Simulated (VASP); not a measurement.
# Mn (P6_3/mmc) in VASP: notebook

The runs below take Mn through single point, with PBE.

Program: VASP 6.6.1. These are calculated values, not measurements. Logs are shortened: lines on timing, memory, paths and dates and some standing lists are left out, and cuts for length are marked.

**1. The structure**

The structure is hexagonal, space group P6_3/mmc (No. 194). Conventional cell: a = 2.484 Å, b = 2.484 Å, c = 4.026 Å, α = 90.00°, β = 90.00°, γ = 120.00°. Mn (site symmetry -6m2) has 12 Mn at 2.47 to 2.48 Å as nearest neighbours.

This isn't the form of Mn at room conditions, which is a 58-atom cubic cell.

**2. Single point, PBE, collinear spin, ferromagnetic start**

File INCAR:

```
PREC = Accurate
ENCUT = 340
EDIFF = 1E-6
ISMEAR = 1
SIGMA = 0.1
LREAL = F
LASPH = T
NELM = 100
ALGO = Normal
ISIF = 2
LWAVE = F
LCHARG = F
ISPIN = 2
MAGMOM = 4 4
LORBIT = 11
LMAXMIX = 4
GGA = PE
ADDGRID = F
```

File KPOINTS:

```
regular mesh
0
Gamma
  11 11 6
```

File POSCAR:

```
Mn
1.0
    2.4836457705      0.0000000000      0.0000000000
   -1.2418228853      2.1509003313      0.0000000000
    0.0000000000      0.0000000000      4.0261950000
Mn
2
Direct
    0.3276130000      0.6533230000      0.2419640000
    0.6727760000      0.3616470000      0.7542400000
```

Potentials or basis: VASP PAW PBE potentials, release 64 (Mn_pv).

Launch:

```console
cat potpaw_PBE.64/Mn_pv/POTCAR > POTCAR
mpirun -np 1 vasp_std > vasp.out
```

OUTCAR:

```text
PREC = Accurate
   ENCUT = 340
   EDIFF = 1E-6
   ISMEAR = 1
   LREAL = F
   LASPH = T
   NELM = 100
   ISIF = 2
   ISPIN = 2
   LORBIT = 11
   GGA = PE

 Found    364 irreducible k-points:

 Following reciprocal coordinates:
            Coordinates               Weight
  0.000000  0.000000  0.000000      1.000000
  0.090909  0.000000  0.000000      2.000000
  0.000000  0.090909  0.000000      2.000000
 -0.090909  0.090909  0.000000      2.000000
  0.181818  0.000000  0.000000      2.000000
  0.000000  0.181818  0.000000      2.000000
   k-points           NKPTS =    364   k-points in BZ     NKDIM =    364   number of bands    NBANDS=     21
   number of dos      NEDOS =    301   number of ions     NIONS =      2
   total plane-waves  NPLWV =   6144
   dimension x,y,z NGX =    16 NGY =   16 NGZ =   24
   dimension x,y,z NGXF=    32 NGYF=   32 NGZF=   48
   ions per type =               2
   NGX,Y,Z   is equivalent  to a cutoff of  10.71, 10.71,  9.91 a.u.
   NGXF,Y,Z  is equivalent  to a cutoff of  21.42, 21.42, 19.82 a.u.
 SYSTEM =  unknown system
   PREC   = accura    normal or accurate (medium, high low for compatibility)
   ISTART =      0    job   : 0-new  1-cont  2-samecut
   ICHARG =      2    charge: 1-file 2-atom 10-const
   ISPIN  =      2    spin polarized calculation?
   LNONCOLLINEAR =      F non collinear calculations
   LSORBIT =      F    spin-orbit coupling
   LASPH  =      T    aspherical Exc in radial PAW
   ENCUT  =  340.0 eV  24.99 Ry    5.00 a.u.   3.73  3.73  6.05*2*pi/ulx,y,z
   NELM   =    100;   NELMIN=  2; NELMDL= -5     # of ELM steps
   EDIFF  = 0.1E-05   stopping-criterion for ELM
   LREAL  =      F    real-space projection
   EDIFFG = 0.1E-04   stopping-criterion for IOM
   NSW    =      0    number of steps for IOM
   IBRION =     -1    ionic relax: 0-MD 1-quasi-New 2-CG
   NFREE  =      0    steps in history (QN), initial steepest desc. (CG)
   ISIF   =      2    stress and relaxation
   ISYM   =      2    0-nonsym 1-usesym 2-fastsym
   POTIM  = 0.5000    time-step for ionic-motion
   TEBEG  =    0.0;   TEEND  =   0.0 temperature during run
   PSTRESS=    0.0 pullay stress
   NELECT =      26.0000    total number of electrons
   NUPDOWN=      -1.0000    fix difference up-down
   EMIN   =  10.00;   EMAX   =-10.00  energy-range for DOS
   EFERMI =   0.00;   METHOD = LEGACY
   ISMEAR =     1;   SIGMA  =   0.10  broadening in eV -4-tet -1-fermi 0-gaus
   EFERMI_NEDOS =   21; number of points for ismear=-14 and -15
   IALGO  =     38    algorithm
   IMIX   =      4    mixing-type and parameters
     AMIX     =   0.40;   BMIX     =  1.00
     AMIX_MAG =   1.60;   BMIX_MAG =  1.00
  volume/ion in A,a.u.               =      10.75        72.57
  Fermi-wavevector in a.u.,A,eV,Ry     =   1.743938  3.295565 41.379665  3.041320
  Thomas-Fermi vector in A             =   2.815914
   LORBIT       =     11    0 simple, 1 ext, 2 COOP (PROOUT), +10 PAW based schemes
   GGA     = PE    functional components
   LHFCALC =     F    Hartree Fock is set to
   AEXX    =    0.0000 exact exchange contribution
   IVDW    =     0    specifies the selected vdW correction
   LEPSILON=     F    determine dielectric tensor
   LRPA    =     F    only Hartree local field effects (RPA)
 spin polarized calculation
 Methfessel and Paxton  Order N= 1 SIGMA  =   0.10
  energy-cutoff  :      340.00
  volume of cell :       21.51
 maximum number of plane-waves:       314
   NGX =  7   NGY =  7   NGZ = 13

 number of electron      25.9999979 magnetization      -0.0236610

 number of electron      25.9999979 magnetization       0.0002168

 Free energy of the ion-electron system (eV)
  ---------------------------------------------------
  ext. energy  EPLUGINS =         0.00000000
  ---------------------------------------------------
  free energy    TOTEN  =       -17.88969839 eV

  energy without entropy =      -17.89016120  energy(sigma->0) =      -17.88985266

 E-fermi :  10.3734     XC(G=0): -14.0157

 val. band max:       10.3720428692   @ k =   0.1818   0.0000   0.1667
 cond. band min:      10.3752381601   @ k =  -0.3636  -0.4545  -0.3333
 fundamental gap:      0.0031952909
 Fermi energy:        10.3734474146

 spin component 1

 k-point     1 :       0.0000    0.0000    0.0000
  band No.  band energies     occupation
      1     -37.9052      1.00000
      2     -37.2510      1.00000
      3     -37.2312      1.00000
      4     -37.1558      1.00000
      5     -37.1231      1.00000
      6     -37.1176      1.00000
[... 13 lines left out ...]
     20      31.0923      0.00000
     21      34.3026      0.00000

 k-point     2 :       0.0909    0.0000    0.0000
  band No.  band energies     occupation
      1     -37.8845      1.00000
      2     -37.2922      1.00000
      3     -37.2501      1.00000
      4     -37.1869      1.00000
      5     -37.1430      1.00000
      6     -37.1272      1.00000
[... 13 lines left out ...]
     20      30.4038      0.00000
     21      33.1931      0.00000

 k-point     3 :       0.0000    0.0909    0.0000
  band No.  band energies     occupation
      1     -37.8865      1.00000
      2     -37.2787      1.00000
      3     -37.2642      1.00000
      4     -37.1993      1.00000
      5     -37.1297      1.00000
      6     -37.1251      1.00000
[... 13 lines left out ...]
     20      30.5806      0.00000
     21      32.7357      0.00000

 k-point     4 :      -0.0909    0.0909    0.0000
  band No.  band energies     occupation
      1     -37.8839      1.00000
      2     -37.2935      1.00000
      3     -37.2492      1.00000
      4     -37.1789      1.00000
      5     -37.1497      1.00000
      6     -37.1290      1.00000
[... 13 lines left out ...]
     20      30.3480      0.00000
     21      33.3463      0.00000

 k-point     5 :       0.1818    0.0000    0.0000
  band No.  band energies     occupation
      1     -37.8257      1.00000
      2     -37.4119      1.00000
      3     -37.3044      1.00000
      4     -37.2893      1.00000
      5     -37.1677      1.00000
      6     -37.1508      1.00000
[... 13 lines left out ...]
     20      27.5488      0.00000
     21      31.6378      0.00000

 k-point     6 :       0.0000    0.1818    0.0000
  band No.  band energies     occupation
      1     -37.8342      1.00000
      2     -37.4053      1.00000
      3     -37.3156      1.00000
      4     -37.2997      1.00000
      5     -37.1500      1.00000
      6     -37.1439      1.00000
[... 13 lines left out ...]
     20      27.6515      0.00000
     21      31.6124      0.00000

 [... further k-points ...]

 spin component 2

 k-point     1 :       0.0000    0.0000    0.0000
  band No.  band energies     occupation
      1     -37.9051      1.00000
      2     -37.2509      1.00000
      3     -37.2310      1.00000
      4     -37.1555      1.00000
      5     -37.1229      1.00000
      6     -37.1175      1.00000
[... 13 lines left out ...]
     20      31.0924      0.00000
     21      34.3323      0.00000

 k-point     2 :       0.0909    0.0000    0.0000
  band No.  band energies     occupation
      1     -37.8844      1.00000
      2     -37.2921      1.00000
      3     -37.2499      1.00000
      4     -37.1867      1.00000
      5     -37.1428      1.00000
      6     -37.1272      1.00000
[... 13 lines left out ...]
     20      30.4039      0.00000
     21      33.1930      0.00000

 k-point     3 :       0.0000    0.0909    0.0000
  band No.  band energies     occupation
      1     -37.8865      1.00000
      2     -37.2785      1.00000
      3     -37.2640      1.00000
      4     -37.1990      1.00000
      5     -37.1296      1.00000
      6     -37.1250      1.00000
[... 13 lines left out ...]
     20      30.5806      0.00000
     21      32.7356      0.00000

 k-point     4 :      -0.0909    0.0909    0.0000
  band No.  band energies     occupation
      1     -37.8838      1.00000
      2     -37.2933      1.00000
      3     -37.2489      1.00000
      4     -37.1787      1.00000
      5     -37.1495      1.00000
      6     -37.1289      1.00000
[... 13 lines left out ...]
     20      30.3481      0.00000
     21      33.3462      0.00000

 k-point     5 :       0.1818    0.0000    0.0000
  band No.  band energies     occupation
      1     -37.8256      1.00000
      2     -37.4117      1.00000
      3     -37.3042      1.00000
      4     -37.2891      1.00000
      5     -37.1675      1.00000
      6     -37.1507      1.00000
[... 13 lines left out ...]
     20      27.5488      0.00000
     21      31.6376      0.00000

 k-point     6 :       0.0000    0.1818    0.0000
  band No.  band energies     occupation
      1     -37.8342      1.00000
      2     -37.4051      1.00000
      3     -37.3154      1.00000
      4     -37.2995      1.00000
      5     -37.1498      1.00000
      6     -37.1438      1.00000
[... 13 lines left out ...]
     20      27.6514      0.00000
     21      31.6122      0.00000

 [... further k-points ...]

------------------------ aborting loop because EDIFF is reached ----------------------------------------

  FORCE on cell =-STRESS in cart. coord.  units (eV):
  Direction    XX          YY          ZZ          XY          YZ          ZX
  --------------------------------------------------------------------------------------
  -------------------------------------------------------------------------------------
  Total        0.0881364     -0.4534162     -0.2164647     -0.0675189      0.1030192     -0.0250601
  in kB        6.5653997    -33.7755843    -16.1247461     -5.0295711      7.6740397     -1.8667606
  external PRESSURE =     -14.4449769 kB  Pullay stress =       0.0000000 kB

 VOLUME and BASIS-vectors are now :
 -----------------------------------------------------------------------------
  energy-cutoff  :      340.00
  volume of cell :       21.51
      direct lattice vectors                 reciprocal lattice vectors
     2.483645770  0.000000000  0.000000000     0.402633907  0.232460795  0.000000000
    -1.241822885  2.150900331  0.000000000     0.000000000  0.464921589  0.000000000
     0.000000000  0.000000000  4.026195000     0.000000000  0.000000000  0.248373464

 POSITION                                       TOTAL-FORCE (eV/Angst)
 -----------------------------------------------------------------------------------
      0.00236      1.40523      0.97419        -0.034336      0.202930      0.055968
      1.22184      0.77787      3.03672         0.034336     -0.202930     -0.055968
 -----------------------------------------------------------------------------------
    total drift:                               -0.000039     -0.000053     -0.000166

  FREE ENERGIE OF THE ION-ELECTRON SYSTEM (eV)
  ---------------------------------------------------
  free  energy   TOTEN  =       -17.8896983864 eV

  energy  without entropy=      -17.8901612021  energy(sigma->0) =      -17.88985266

 total charge

# of ion       s       p       d       tot
------------------------------------------
    1        0.427   6.400   5.157  11.984
    2        0.427   6.400   5.157  11.984
--------------------------------------------------
tot          0.854  12.800  10.314  23.968

 magnetization (x)

# of ion       s       p       d       tot
------------------------------------------
    1       -0.000  -0.000   0.000   0.000
    2       -0.000  -0.000   0.000   0.000
--------------------------------------------------
tot         -0.000  -0.000   0.000   0.000
```

It took 4.3 min on 1 thread of AMD EPYC, shared host; peak memory 0.19 GiB.

These settings aren't checked as converged: the numbers below hold their error.

What came out:

- Free energy: -17.8897 eV
- Pressure: -1.4 GPa
- Largest force: 0.213 eV/Å
- Band gap on the k mesh: none (metal or under the smearing width)
- Net moment: 0.00 μB per cell
- Valence electrons inside the program's atomic spheres: Mn 11.98

Caveat: the starting moments collapsed, and a magnetic state may lie lower.

**3. Single point, PBE, collinear spin, ferromagnetic start**

Edit INCAR of step 2 so:

```diff
@@ -1,3 +1,3 @@
 PREC = Accurate
-ENCUT = 340
+ENCUT = 520
 EDIFF = 1E-6
```

File KPOINTS:

```
regular mesh
0
Gamma
  9 9 5
```

File POSCAR:

```
Mn
1.0
    2.4836457705      0.0000000000      0.0000000000
   -1.2418228853      2.1509003313      0.0000000000
    0.0000000000      0.0000000000      4.0261950000
Mn
2
Direct
    0.3333333333      0.6666666667      0.2500000000
    0.6666666667      0.3333333333      0.7500000000
```

Potentials or basis: VASP PAW PBE potentials, release 64 (Mn_pv).

Launch:

```console
cat potpaw_PBE.64/Mn_pv/POTCAR > POTCAR
mpirun -np 1 vasp_std > vasp.out
```

It took 57 s on 1 thread of AMD EPYC, shared host; peak memory 0.11 GiB.

These settings aren't checked as converged: the numbers below hold their error.

What came out:

```
Free energy                                           : -17.8824 eV
Pressure                                              : -1.3 GPa
Band gap on the k mesh                                : none (metal or under the smearing width)
Net moment                                            : 0.00 μB per cell
Valence electrons inside the program's atomic spheres : Mn 11.98
```

Caveat: the starting moments collapsed, and a magnetic state may lie lower.

**4. Single point, PBE, collinear spin, ferromagnetic start**

INCAR is that of step 3.

KPOINTS is that of step 3.

File POSCAR:

```
Mn
1.0
    2.4836457705      0.0000000000      0.0000000000
   -1.2418228853      2.1509003313      0.0000000000
    0.0000000000      0.0000000000      4.0261950000
Mn
2
Direct
    0.3276130000      0.6533230000      0.2419640000
    0.6727760000      0.3616470000      0.7542400000
```

Launch:

```console
cat potpaw_PBE.64/Mn_pv/POTCAR > POTCAR
mpirun -np 1 vasp_std > vasp.out
```

Run time: 4.1 min. Hardware: 1 thread of AMD EPYC, shared host; peak memory 0.2 GiB.

The run converged, but some of its settings lie outside the range that counts as converged, so its numbers aren't taken as properties of the crystal.

Results:

- Free energy: -17.8706 eV
- Pressure: -0.9 GPa
- Largest force: 0.242 eV/Å
- Band gap on the k mesh: none (metal or under the smearing width)
- Net moment: 0.00 μB per cell
- Valence electrons inside the program's atomic spheres: Mn 11.99

Caveat: the starting moments collapsed, and a magnetic state may lie lower.

**5. The reference run**

An earlier run on the cell as given: functional PBE; potentials or basis VASP PAW PBE potentials, release 64 (Mn_pv); cutoff 520 eV; k mesh 12 × 12 × 7; occupations fermi-dirac, width 0.05 eV; collinear spin, ferromagnetic start; starting moments [4.0, 4.0] μB.

* Pressure: -1.3 GPa
* Band gap on the k mesh: none (metal or under the smearing width)
* Net moment: 0.00 μB per cell
* Valence electrons inside the program's atomic spheres: Mn 11.98
